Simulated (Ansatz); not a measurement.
# A computed series for ZnTe: thickness series

The reference is ZnTe in the zinc blende structure (space group F-43m, No. 216; a = 6.1791 Å). Axes: x, y, z lie along the cube axes.

Free-standing slabs (2 atom(s) a layer) normal to [110] with 15 Å of vacuum; in-plane cell held at bulk.

All numbers come from Ansatz (an electronic-structure program) PBE, scalar-relativistic without spin-orbit coupling.

Notes on the quantities. excess energy per area of both faces: slab less bulk energy over the cell's area: twice a surface energy.

| case | gap character | excess energy per area of both faces | band gap |
|---|---|---|---|
| base | – | – | 1.08 eV |
| 1 layer | direct at U | – | 1.44 eV |
| 2 layers | indirect, Γ → Γ–Z (67 % along) | 0.37 J/m² | 2.33 eV |
| 3 layers | indirect, Γ → X | 0.52 J/m² | 1.70 eV |
| 4 layers | direct at Γ | 0.47 J/m² | 1.75 eV |
| 5 layers | direct at Γ | 0.48 J/m² | 1.61 eV |
| 6 layers | direct at Γ | 0.48 J/m² | 1.54 eV |
| 7 layers | direct at Γ | 0.48 J/m² | 1.48 eV |

The excess energy carries the mismatch between the slab's and the bulk's meshes. Spin-orbit coupling, missing from the scalar runs, can matter with Te. No phonon test of stability was made. k-point labels follow each cell's own Brillouin zone.
